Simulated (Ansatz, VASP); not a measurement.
## One calculation of SiC, two programs

```
CELL_PARAMETERS angstrom
0.00000 2.17818 2.17818
2.17818 0.00000 2.17818
2.17818 2.17818 0.00000
ATOMIC_POSITIONS crystal
Si 0.00000 0.00000 0.00000
C 0.25000 0.25000 0.25000
```

Alike in both runs: functional r2SCAN; k mesh 10 × 10 × 10; occupations gaussian, width 0.02 eV; no spin polarisation.

Ansatz relaxed the structure, and its values are those at the end. VASP's run is a single point on that final structure, the one shown.

|  | VASP | Ansatz |
| --- | --- | --- |
| version | VASP 6.6.1 | Ansatz 0.2.0 |
| potentials or method | VASP PAW PBE potentials, release 64 (Si, C) | scalar-relativistic, plane waves, PAW |
| plane-wave cutoff (eV) | 520 | 500 |
| valence electrons in the cell | 8 | 8 |

Ansatz gave:

```
gap on the k mesh at the Fermi level (eV) : 1.71
least direct gap on the mesh (eV)         : 5.05
pressure (GPa)                            : 0.0
```

Problem. What did VASP give for the same quantities?

Solution. gap on the k mesh at the Fermi level (eV): 1.72; least direct gap on the mesh (eV): 5.06; pressure (GPa): -0.2.

The functional is the same, so the differences come from potentials, cutoffs and numerics.

Caveats: the PAW data sets were made with another functional, which shifts forces and pressure a little (VASP). r2SCAN opens gaps a little over a GGA but as a rule still falls short of measured ones. A k mesh can miss the band edges.
